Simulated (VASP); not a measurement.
GaS:

```xyz
8
Lattice="3.4354 0.0000 0.0000 -1.7177 2.9752 0.0000 0.0000 0.0000 14.8534" Properties=species:S:1:pos:R:3 pbc="T T T"
Ga    1.7177    0.9917   12.3283
Ga    0.0000    1.9835    2.5251
Ga    0.0000    1.9835    4.9016
Ga    1.7177    0.9917    9.9518
S     1.7177    0.9917    5.9414
S     0.0000    1.9835    8.9120
S     0.0000    1.9835   13.3681
S     1.7177    0.9917    1.4853
```

The cell isn't the ideal one: volume scaled by 0.88.

- Program: VASP 6.6.1
- Task: relaxation of cell and atoms
- Functional: PBE
- Dispersion: TS
- Potentials or basis: VASP PAW PBE potentials, release 64 (Ga_d_GW, S_GW)
- Cutoff: 680 eV
- k mesh: 9 × 9 × 2
- Occupations: fermi-dirac, width 0.1 eV
- Spin: no spin polarisation

At the start: pressure 13.4 GPa; volume 18.98 Å³/atom.

Where does the relaxation end?

Over 18 steps the energy falls by 105.5 meV/atom and the volume is 21.93 Å³/atom (+15.6 %); space group P6_3/mmc (No. 194, to 0.05 Å).

The path:
```
step  energy change (eV)  largest force (eV/Å)  pressure (GPa)  volume (Å³)
   1              0.0000                1.2482           13.36       151.82
   2             -0.2633                1.3553           -6.31       189.28
   3             -0.7960                0.4822            0.43       170.64
   4             -0.7962                0.4643            0.64       170.25
   5             -0.8304                0.1564            0.15       172.69
   6             -0.8305                0.1355            0.01       173.12
   7             -0.8307                0.1331            0.09       173.00
   8             -0.8371                0.0936           -0.05       173.64
   9             -0.8382                0.0659           -0.08       174.10
  10             -0.8396                0.0452            0.12       173.91
  11             -0.8401                0.0628            0.38       173.67
  12             -0.8409                0.0543            0.33       173.84
  13             -0.8427                0.0301            0.19       174.36
  14             -0.8443                0.0181           -0.05       175.40
  15             -0.8442                0.0104            0.14       175.24
  16             -0.8443                0.0158            0.00       175.35
  17             -0.8443                0.0129            0.10       175.31
  18             -0.8444                0.0078            0.04       175.45
```

Final structure:
```
CELL_PARAMETERS angstrom
3.61403 0.00000 0.00000
-1.80702 3.12985 0.00000
0.00000 0.00000 15.51102
ATOMIC_POSITIONS crystal
Ga 0.66667 0.33333 0.82907
Ga 0.33333 0.66667 0.17093
Ga 0.33333 0.66667 0.32907
Ga 0.66667 0.33333 0.67093
S 0.66667 0.33333 0.39851
S 0.33333 0.66667 0.60149
S 0.33333 0.66667 0.89851
S 0.66667 0.33333 0.10149
```
